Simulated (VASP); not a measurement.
SiC:

```xyz
4
Lattice="0.0000 -2.1740 -2.1740 0.0000 2.1740 -2.1740 4.3480 0.0000 0.0000" Properties=species:S:1:pos:R:3 pbc="T T T"
Si    2.1656   -0.0004   -2.1673
Si    0.0261    0.0235   -0.0318
C     1.0891    1.0679   -1.0798
C     3.2412    1.0830   -3.2430
```

The cell isn't the ideal one: all atoms moved at random, sigma 0.02 Å a component.

* Program: VASP 6.6.1
* Task: relaxation of cell and atoms
* Functional: PBE
* Potentials or basis: VASP PAW PBE potentials, release 64 (Si, C)
* Cutoff: 600 eV
* k mesh: 9 × 9 × 6
* Occupations: gaussian, width 0.05 eV
* Spin: no spin polarisation

At the start: pressure 5.0 GPa; volume 10.27 Å³/atom.

Q: Where does the relaxation end?

A: Over 12 steps the energy falls by 18.5 meV/atom and the volume is 10.49 Å³/atom (+2.1 %); space group F-43m (No. 216, to 0.05 Å).

The path:
```tsv
step	energy change (eV)	largest force (eV/Å)	pressure (GPa)	volume (Å³)
1	0.0000	1.7101	5.03	41.10
2	0.0084	1.3045	-4.52	43.04
3	-0.0694	0.1924	-0.08	41.99
4	-0.0694	0.1866	0.01	41.97
5	-0.0729	0.1367	-0.35	42.04
6	-0.0735	0.0941	-0.27	42.03
7	-0.0740	0.0441	0.16	41.94
8	-0.0740	0.0479	0.18	41.93
9	-0.0742	0.0198	0.01	41.97
10	-0.0742	0.0158	-0.02	41.98
11	-0.0742	0.0161	-0.04	41.98
12	-0.0742	0.0065	0.01	41.97
```

Final structure:
```xyz
4
Lattice="0.0000 -2.1893 -2.1893 0.0000 2.1893 -2.1893 4.3784 -0.0001 0.0000" Properties=species:S:1:pos:R:3 pbc="T T T"
Si    2.1892    0.0001   -2.1895
Si    0.0000    2.1892   -2.1893
C     1.0946   -1.0947   -3.2838
C     3.2837    1.0946   -3.2839
```
